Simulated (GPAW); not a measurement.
**Energy mapping worked by hand: 1 ML Cr on W(110), 1 substrate layers**

Aim: get Heisenberg couplings of 1 ML Cr on W(110), 1 substrate layers from the energies of collinear orders, with pencil and paper, and test them on an order left out of the fit.

Calculated with GPAW 26.7.0; revPBE; plane waves with GPAW's PAW setups, scalar-relativistic.

**1. Starting point**

The cell holds 2 atoms: 1 W and 1 Cr. Its edges and angles: a = 2.741 Å, b = 2.741 Å, c = 16.126 Å, α = 90.0°, β = 90.0°, γ = 109.5°. pseudomorphic film on the substrate's lattice, hard-sphere layer spacings, unrelaxed, 14 A of vacuum. Vacuum lies along c.

**2. The parallel order**

All energies count from this run.

File order1.py:

```python
import json
import numpy as np
from ase import Atoms
from ase.parallel import paropen, parprint
from gpaw import GPAW

atoms = Atoms(['W', 'Cr'],
    cell=[[1.582345, -2.237774, 0.0],
         [1.582345, 2.237774, 0.0],
         [0.0, 0.0, 16.126157]],
    scaled_positions=[[0.0, 0.0, 0.434077],
         [0.5, 0.5, 0.565923]],
    pbc=True,
    magmoms=[0.0, 2.5])
atoms.calc = GPAW(mode={'name': 'pw', 'ecut': 550},
    xc='revPBE',
    kpts={'size': (10, 10, 1), 'gamma': True},
    occupations={'name': 'fermi-dirac', 'width': 0.1},
    convergence={'density': 1e-05, 'energy': 1e-05},
    maxiter=200,
    symmetry={'tolerance': 1e-4},
    txt='order1.txt')
e = atoms.get_potential_energy(force_consistent=True)
res = {'free_energy': e, 'energy_sigma0': atoms.get_potential_energy(), 'fermi_energy': atoms.calc.get_fermi_level()}
res['moments'] = atoms.get_magnetic_moments().tolist()
res['total'] = atoms.get_magnetic_moment()
parprint('site moments (muB):', np.round(res['moments'], 3))
parprint(f"total moment: {res['total']:.3f} muB")
parprint(f'free energy: {e:.6f} eV')
atoms.calc.write('order1.gpw')
with paropen('results.json', 'w') as f:
    json.dump(res, f)
```

Launch:

```
OMP_NUM_THREADS=1 mpirun -n 2 gpaw python order1.py > order1.log
```

Log:

```text
site moments (muB): [-0.222  2.468]
total moment: 2.700 muB
free energy: -17.176821 eV

--- order1.txt ---
Input parameters:
  mode=PW(ecut=550),
  convergence={'density': 1e-05, 'energy': 1e-05},
  kpts=MonkhorstPack(size=(10, 10, 1), gamma=True),
  maxiter=200,
  occupations=Occupations(name='fermi-dirac', width=0.1),
  symmetry=Symmetry(tolerance=0.0001),
  xc=XC(name='revPBE')

Diagonalizing LCAO Hamiltonian
[...]
|          5 |        -4.746 |     1.000 |        -3.975 |     1.000 |
|          6 |        -2.316 |     1.000 |        -1.994 |     1.000 |
[...]
|         14 |         2.520 |     0.000 |         2.675 |     0.000 |
|         15 |         3.161 |     0.000 |         3.193 |     0.000 |
|         16 |         3.345 |     0.000 |         3.714 |     0.000 |
|         17 |         3.863 |     0.000 |         4.127 |     0.000 |

No gap
No difference between direct/indirect transitions

[key lines of the parts left out:]
Free energy:     -17.176821
Converged in 30 steps
dipole moment: (-11.795870, 0.000000, 0.069946)  # |e|*Ang
Fermi level: 0.109
```

It took 1.9 min on 2 MPI ranks of Arm Neoverse N1, shared host; peak memory 0.49 GiB; 3.7 min of CPU time.

Spin moment in the augmentation sphere by atom:

```csv
atom,spin moment in the augmentation sphere (μB)
W1,-0.22
Cr2,2.47
```

This step gave:

```yaml
magnetization: 2.700 μB
final_state: ferromagnetic
```

After 30 cycles the largest moment stands at 2.47 μB.

**3. The orders used for the fit**

The other orders were run with the same settings, on meshes that hold the same points. Free energies (smearing 0.1 eV, its entropy term included) are divided by the number of Cr atoms; q is in fractions of the reciprocal vectors of the first run's cell.

```csv
order,atoms,mesh,free energy (eV),eV per Cr,largest moment (μB)
F +,2,10×10×1,-17.1768,-17.1768,2.47
"AF q=(1/2,1/2,0) +-",4,5×10×1,-35.0822,-17.5411,2.69
```

**4. Counting neighbours**

With E = −Σ J e_i·e_j over ordered pairs of unit vectors, turning a neighbour from parallel to opposed costs 2J a Cr atom. So an order lies 2 Σ n J over the parallel one, n being the opposed neighbours in each shell.

```csv
shell,distance (Å),neighbours,"opposed in AF q=(1/2,1/2,0) +-","opposed in AF q=(0,1/2,0) +-"
J1,2.74,4,4,2
J2,3.16,2,0,2
```

Only J1 is kept.

**5. Solving**

```
2 × 4 × J1 = -364.27 meV    (AF q=(1/2,1/2,0) +-)
J1 = -45.53 meV
```

**6. The test**

The couplings now give the orders that were left out:

```
2 × 2 × (-45.53) = -182.12 meV    (AF q=(0,1/2,0) +-)
```

The runs themselves:

```csv
order,atoms,mesh,free energy (eV),eV per Cr,largest moment (μB),over the parallel order (meV),foretold (meV)
"AF q=(0,1/2,0) +-",4,10×5×1,-34.6221,-17.3110,2.62,-134.21,-182.12
```

**7. One more shell**

The miss asks for the next shell, which takes one more order into the fit and leaves none for a test.

```
2 × 4 × J1 = -364.27 meV    (AF q=(1/2,1/2,0) +-)
2 × 2 × J1 + 2 × 2 × J2 = -134.21 meV    (AF q=(0,1/2,0) +-)
J1 = -45.53 meV
J2 = +11.98 meV
```

**8. Summary of results**

```yaml
j1_cr_cr_at_2p74_a: -45.5 meV
largest_miss_on_the_orders_left_out: 48 meV
j1_with_2_shells: -45.5 meV
j2_with_2_shells: 12.0 meV
```

**Reading.** The model misses the order left out by 48 meV, 13 % of the span of the orders, so it holds only roughly. With the next shell added the couplings are J1 = -45.53 and J2 = +11.98 meV, untested. The first dropped shell that the test feels is J2 at 3.16 Å. The site moments spread by 8.2 % over the orders, so moments are not rigid and part of the miss lies outside a spin model. In a metal couplings reach far, and the mesh was not tested. The couplings are effective ones: further shells with opposed neighbours are folded into them or show in the miss. No mean-field temperature is given: it needs a model that holds, an unfrustrated order and couplings in all three dimensions.

[Logs and program files are shortened in this print: banners, set-up blocks, solver, clock and traceback lines can be left out without a mark of their own.]

[Logs are printed without paths, hosts, clocks, repeated set-up lines and the standing remarks that a program may print on its own settings, such as how far it seeks lower states.]

[Hosts, paths, dates, database ids (printed as entryN), source tags and the programs' standing remarks are cut or masked in the printed files.]

[Where a cell is said to come from a database of computed structures, the database is the Materials Project.]
